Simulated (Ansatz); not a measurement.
The system is CuO.

```
Cu O
1.0
     2.55255    0.00000    0.00000
     0.00000    2.55255    0.00000
     0.00000    0.00000    2.55255
Cu O
1 1
Direct
  0.00000 0.00000 0.00000
  0.50000 0.50000 0.50000
```

Measurements of this composition are mostly on another form, of space group No. 15.

- Program: Ansatz 0.2.0
- Task: relaxation of cell and atoms
- Functional: PBE
- Potentials or basis: all-electron LAPW, scalar-relativistic
- Basis error allowed: 0.002 eV/atom
- k mesh: 8 × 8 × 8
- Occupations: fermi-dirac, width 0.05 eV
- Spin: no spin polarisation

At the start: volume 8.32 Å³/atom.

Where does the relaxation end?

Over 5 steps the energy falls by 49.3 meV/atom and the volume is 9.15 Å³/atom (+10.1 %); space group Pm-3m (No. 221, to 0.05 Å).

The path:
```csv
step,energy change (eV),largest force (eV/Å),volume (Å³)
1,0.0000,0.0000,16.63
2,-0.0694,0.0000,17.36
3,-0.0979,0.0000,18.15
4,-0.0986,0.0000,18.30
5,-0.0986,0.0000,18.30
```

Final structure:
```
Cu O
1.0
     2.63540    0.00000    0.00000
     0.00000    2.63540    0.00000
     0.00000    0.00000    2.63540
Cu O
1 1
Direct
  0.00000 0.00000 0.00000
  0.50000 0.50000 0.50000
```

Caveat: the k mesh is thin for a metal, which can move the energy by tens of meV per atom; the run has no spin polarisation, though such a crystal can be magnetic.
